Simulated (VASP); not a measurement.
The system is Sb.

```
CELL_PARAMETERS angstrom
3.12240 0.00000 0.00000
0.00000 4.34752 0.00000
-0.03891 0.00000 4.40585
ATOMIC_POSITIONS crystal
Sb 0.98861 0.75000 0.75883
Sb 0.01139 0.25000 0.24117
```

This isn't the form of Sb at room conditions, which is rhombohedral.

* Program: VASP 6.6.1
* Task: relaxation of cell and atoms
* Functional: PBEsol
* Potentials or basis: VASP PAW PBE potentials, release 64 (Sb)
* Cutoff: 600 eV
* k mesh: 6 × 4 × 4
* Occupations: gaussian, width 0.1 eV
* Spin: no spin polarisation

At the start: pressure -1.8 GPa; volume 29.90 Å³/atom.

Question: Where does the relaxation end?

Answer: Over 21 steps the energy falls by 19.5 meV/atom and the volume is 29.06 Å³/atom (-2.8 %); space group Pmma (No. 51, to 0.05 Å).

The path:
```tsv
step	energy change (eV)	largest force (eV/Å)	pressure (GPa)	volume (Å³)
1	0.0000	0.0641	-1.79	59.81
2	-0.0208	0.0630	1.43	56.91
3	-0.0374	0.0527	0.12	58.02
4	-0.0374	0.0524	0.07	58.07
5	-0.0376	0.0447	-0.05	58.16
6	-0.0377	0.0354	-0.24	58.33
7	-0.0377	0.0373	-0.19	58.28
8	-0.0379	0.0351	-0.17	58.26
9	-0.0382	0.0299	-0.11	58.20
10	-0.0385	0.0303	0.00	58.07
11	-0.0385	0.0319	0.03	58.04
12	-0.0386	0.0295	0.02	58.05
13	-0.0387	0.0222	0.00	58.09
14	-0.0387	0.0079	-0.04	58.15
15	-0.0388	0.0160	-0.02	58.11
16	-0.0389	0.0106	-0.01	58.10
17	-0.0389	0.0077	0.00	58.10
18	-0.0389	0.0031	0.02	58.09
19	-0.0390	0.0017	0.03	58.08
20	-0.0390	0.0018	0.03	58.08
21	-0.0390	0.0019	-0.02	58.12
```

Final structure:
```
Sb
1.0
     3.02482    0.00000    0.00699
     0.00000    4.36051    0.00000
    -0.02757    0.00000    4.40661
Sb
2
Direct
  0.00020 0.75000 0.75700
  0.99980 0.25000 0.24300
```

Caveat: the k mesh is coarse (spacing up to 0.36 Å⁻¹), so the values aren't converged; the PAW data sets were made with another functional, which shifts forces and pressure a little.
